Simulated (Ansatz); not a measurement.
## BP: energy above given cell and pressure against volume ratio

Results calculated with Ansatz 0.2.0, not measured. Plane-wave density functional theory, PAW datasets, Gaussian smearing 0.05 eV: equation of state, the given cell scaled in volume with shape and atoms relaxed at each volume.

The cell before it is scaled or strained (space group F-43m, No. 216):
```
cell vectors (Å)
   0.0000     2.2601     2.2601
   2.2601     0.0000     2.2601
   2.2601     2.2601     0.0000
atoms (fractions of the cell vectors)
B   0.00000  0.00000  0.00000
P   0.75000  0.75000  0.75000
```

Settings of every row: paw set soft_2; functional PBEsol; spin treatment none; moment partition spheres; spin axis none; wave cutoff 420 eV; k mesh 12x12x12; symmetry use detected.

Atom hubbard u: 0 on all atoms.

| row | volume ratio | V (Å³/atom) | energy above given cell (meV per atom) | pressure (GPa) |
| --- | --- | --- | --- | --- |
| 1 | 0.96 | 11.082 | ? | ? |
| 2 | 0.98 | 11.313 | 2.51 | 3.56 |
| 3 | 1 | 11.544 | 0 | 0.003 |
| 4 | 1.02 | 11.775 | 2.35 | -3.231 |
| 5 | 1.04 | 12.006 | 9.16 | -6.168 |

Question: what energy above given cell and pressure should row 1 give?

Worked fit of energy above given cell. Take u = (V_r/V)^(2/3) − 1 with V_r = 11.66 Å³ an atom, which is twice the finite (Eulerian) strain; such expansions in the strain, on which the Birch-Murnaghan equation of state is built, carry the rest volume and the bulk modulus. The shown rows have u = 0.02035, 0.00669, -0.00652, -0.01931. Least squares give energy above given cell = 0.6 − 181.61 × u + 13544.3 × u² meV per atom; a straight line predicts inner rows, each left out in turn, worse (root mean square 3.4 against 0.021 meV per atom). The rows lie off it by 0.00, 0.01, -0.01, 0.00. Its lowest point lies at u = 0.0067, or V = 11.54 Å³ an atom, and the curvature there gives the bulk modulus with shape and atoms relaxed, B = (4/9)(1 + u)² E″(u)/V = 169 GPa. The withheld row has u = 0.03448, so the fit gives 0.6 − 181.61 × (0.03448) + 13544.3 × (0.03448)² = 10.44 meV per atom.

The calculation gave 10.43 meV per atom. The fit lies 0.01 meV per atom (0.096 % of the column's range) above it, one unit of the last digit. This row lies beyond the range of the fit.

Worked fit of pressure. Take u = (V_r/V)^(2/3) − 1 with V_r = 11.66 Å³ an atom, which is twice the finite (Eulerian) strain; such expansions in the strain, on which the Birch-Murnaghan equation of state is built, carry the rest volume and the bulk modulus. The shown rows have u = 0.02035, 0.00669, -0.00652, -0.01931. Least squares give pressure = −1.6602 + 244.683 × u + 581.81 × u² GPa; a straight line predicts inner rows, each left out in turn, worse (root mean square 0.15 against 0.00047 GPa). All shown rows lie on it to the printed digit. The pressure vanishes at u = 0.0067, or V = 11.54 Å³ an atom, and there the bulk modulus with shape and atoms relaxed is B = −V dP/dV = (2/3)(1 + u) dP/du = 169 GPa. The withheld row has u = 0.03448, so the fit gives −1.6602 + 244.683 × (0.03448) + 581.81 × (0.03448)² = 7.468 GPa.

The calculation gave 7.475 GPa. The fit lies 0.007 GPa (0.051 % of the column's range) below it; its largest miss of a shown row is 0.000 GPa. This row lies beyond the range of the fit.
